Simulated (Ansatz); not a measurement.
# IrO2: the cost of one run

Method: DFT PBEsol, scalar-relativistic, plane waves, PAW, in Ansatz 0.2.0.

A COD entry behind a cell of this session may itself be a prediction, so a difference from it is no test against experiment.

## Step 1: Starting point

Symmetry: P4_2/mnm, No. 136, tetragonal system. Conventional cell: a = 4.505 Å, b = 4.505 Å, c = 3.159 Å, α = 90.00°, β = 90.00°, γ = 90.00°. Around Ir (site symmetry mmm) lie 6 O at 1.96 to 2.00 Å. Around O (site symmetry m2m) lie 3 Ir at 1.96 to 2.00 Å.

As a file:

```
Ir O
1.0
     4.50510    0.00000    0.00000
     0.00000    4.50510    0.00000
     0.00000    0.00000    3.15860
Ir O
2 4
Direct
  0.00000 0.00000 0.00000
  0.50000 0.50000 0.50000
  0.30770 0.30770 0.00000
  0.19230 0.80770 0.50000
  0.69230 0.69230 0.00000
  0.80770 0.19230 0.50000
```

The structure comes from the Crystallography Open Database.

(A quick probe on a coarse mesh, which set the mesh and smearing, is not shown.)

## Step 3: Full relaxation

Contents of input.yaml:

```yaml
crystal:
  lattice:
    - [4.5051, 0.0, 0.0]
    - [0.0, 4.5051, 0.0]
    - [0.0, 0.0, 3.1586]
  atoms:
    - { symbol: Ir, position: [0.0, 0.0, 0.0] }
    - { symbol: Ir, position: [0.5, 0.5, 0.5] }
    - { symbol: O, position: [0.3077, 0.3077, 0.0] }
    - { symbol: O, position: [0.1923, 0.8077, 0.5] }
    - { symbol: O, position: [0.6923, 0.6923, 0.0] }
    - { symbol: O, position: [0.8077, 0.1923, 0.5] }
basis:
  ecutwfc: 420
kpoints:
  mp_grid: { grid: [8, 8, 12] }
hamiltonian:
  xc: pbesol
scf:
  occupations: { method: gaussian, width: 0.1 }
output:
  forces: true
  stress: true
  eigenvalues: true
relax:
  adjacent_minimum: "off"
  f_tol: 0.005
  max_steps: 80
  cell: { stress_tol: 0.05 }
```

Launch:

```sh
> ansatz run input.yaml --threads 2 --pin off --max-ram 5120MiB --backend cpu --events-out ev --progress --plain --runs-dir out
```

Q: Estimate wall time and peak memory on 2 threads of Arm Neoverse V1, shared host.

About 43 s, with a peak of 0.47 GiB.
